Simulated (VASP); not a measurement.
CoH: single point with PBEsol

The system is CoH.

```
CELL_PARAMETERS angstrom
0.00000 1.84296 1.84296
1.84296 0.00000 1.84296
1.84296 1.84296 0.00000
ATOMIC_POSITIONS crystal
Co 0.00000 0.00000 0.00000
H 0.50000 0.50000 0.50000
```

The cell comes from a database or a generator and needn't be the stable form of this composition.

| Property | Result |
| --- | --- |
| Program | VASP 6.6.1 |
| Task | single point |
| Functional | PBEsol |
| Potentials or basis | VASP PAW PBE potentials, release 64 (Co, H) |
| Cutoff | 520 eV |
| k mesh | 22 × 22 × 22 |
| Occupations | gaussian, width 0.15 eV |
| Spin | collinear spin, typed start |
| Starting moments | [1.28, 0.0] μB |
| Dipole correction | no |
| Further INCAR settings | ALGO = Normal; EDIFF = 1e-06; NBANDS = 16 |

| Quantity | Value |
| --- | --- |
| Pressure | -6.8 GPa |
| Band gap on the k mesh | none (metal or under the smearing width) |
| Net moment | 1.16 μB per cell |
| Site moments | Co +1.19; H -0.01 μB |
| Valence electrons inside the program's atomic spheres | Co 8.38; H 0.54 |

Levels at points of the mesh, in eV from the Fermi level:
Spin up:
```
           k point  band 4  band 5  band 6  band 7  band 8  band 9
(0.00, 0.00, 0.00)   -2.65   -1.58   -1.58   14.98   20.57   21.09
(0.50, 0.00, 0.00)   -2.82   -0.88   -0.88    3.93   12.59   20.88
(0.50, 0.50, 0.00)   -0.69   -0.69    0.36    3.89   10.96   10.96
```
Spin down:
| k point | band 1 | band 2 | band 3 | band 4 | band 5 | band 6 | band 7 | band 8 | band 9 |
| --- | --- | --- | --- | --- | --- | --- | --- | --- | --- |
| (0.00, 0.00, 0.00) | -12.51 | -1.42 | -1.42 | -1.42 | -0.48 | -0.48 | 14.97 | 20.41 | 21.13 |
| (0.50, 0.00, 0.00) | -6.52 | -4.82 | -1.77 | -1.77 | 0.44 | 0.44 | 4.80 | 12.54 | 21.08 |
| (0.50, 0.50, 0.00) | -7.90 | -3.40 | 0.28 | 0.39 | 0.74 | 0.74 | 4.73 | 11.05 | 11.05 |

Run time: 79 s on 1 thread of AMD EPYC 9R45 96-Core Processor (Zen 5), with other jobs on the host, peak memory 0.18 GiB.

Caveat: the PAW data sets were made with another functional, which shifts forces and pressure a little.
